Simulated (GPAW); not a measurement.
PtSe2 (Sudovikovite):

```xyz
3
Lattice="3.7240 0.0000 0.0000 -1.8620 3.2251 0.0000 0.0000 0.0000 5.0620" Properties=species:S:1:pos:R:3 pbc="T T T"
Pt    0.0000    0.0000    0.0000
Se    1.8620    1.0750    3.7965
Se    0.0000    2.1501    1.2655
```

* Program: GPAW 26.7.0
* Task: relaxation of cell and atoms
* Functional: PBEsol
* Dispersion: D4
* Potentials or basis: PAW data sets generated in the run's folder for this functional
* Cutoff: 600 eV
* Basis: pw
* k mesh: 7 × 7 × 5
* Occupations: fermi-dirac, width 0.05 eV
* Spin: no spin polarisation

At the start: pressure -0.0 GPa; volume 20.27 Å³/atom.

Question: Where does the relaxation end?

Answer: Over 12 steps the energy falls by 19.7 meV/atom and the volume is 19.11 Å³/atom (-5.7 %); space group P-3m1 (No. 164, to 0.05 Å).

Step by step:
```
step  energy change (eV)  largest force (eV/Å)  pressure (GPa)  volume (Å³)
   1              0.0000                0.3858           -0.02        60.80
   2             -0.0043                0.3223           -0.41        60.79
   3             -0.0205                0.0353           -2.25        60.49
   4             -0.0255                0.1102           -2.35        60.14
   5             -0.0393                0.2576           -1.47        58.52
   6             -0.0444                0.1948           -0.42        57.89
   7             -0.0484                0.0335            0.83        57.48
   8             -0.0501                0.0127            1.07        57.39
   9             -0.0558                0.1001            1.23        57.16
  10             -0.0585                0.0779            0.70        57.16
  11             -0.0591                0.0256            0.17        57.27
  12             -0.0592                0.0032            0.01        57.32
```

Final structure:
```yaml
crystal:
  lattice:
    - [3.74518, -0.00001, -0.00001]
    - [-1.87260, 3.24342, 0.00001]
    - [-0.00002, 0.00001, 4.71847]
  atoms:
    - { symbol: Pt, position: [0.00000, 0.00000, 0.00000] }
    - { symbol: Se, position: [0.66666, 0.33334, 0.73154] }
    - { symbol: Se, position: [0.33334, 0.66666, 0.26846] }
```

Caveat: later steps reuse the first step's grids; pairwise dispersion overbinds metals, which lowers pressure and volume.
